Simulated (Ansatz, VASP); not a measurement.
## One calculation of TiC, two programs

```
Ti C
1.0
     0.00000    2.16400    2.16400
     2.16400    0.00000    2.16400
     2.16400    2.16400    0.00000
Ti C
1 1
Cartesian
  0.0000 0.1500 0.0000
  2.1640 2.1640 2.1640
```

Change from the starting cell: one atom moved.

Alike in both runs: task single point; functional PBEsol; k mesh 14 × 14 × 14; occupations gaussian, width 0.1 eV; no spin polarisation.

|  | VASP | Ansatz |
| --- | --- | --- |
| version | VASP 6.6.1 | Ansatz 0.2.0 |
| potentials or method | VASP PAW PBE potentials, release 64 (Ti_sv, C) | scalar-relativistic, plane waves, PAW |
| plane-wave cutoff (eV) | 520 | 420 |
| valence electrons in the cell | 16 | 16 |

VASP gave:

* gap on the k mesh at the Fermi level (eV): none
* pressure (GPa): -3.2
* largest component of the traceless stress (GPa): 4.35
* rms of the force components (eV/Å): 0.803

Q: Estimate Ansatz's values.

A: gap on the k mesh at the Fermi level (eV): none; pressure (GPa): -3.4; largest component of the traceless stress (GPa): 4.31; rms of the force components (eV/Å): 0.799.

Atom by atom the forces differ by 0.003 eV/Å (rms over components). A gap of «none» marks a metal or a gap that the smearing closes.

Caveats: the PAW data sets were made with another functional, which shifts forces and pressure a little (VASP).
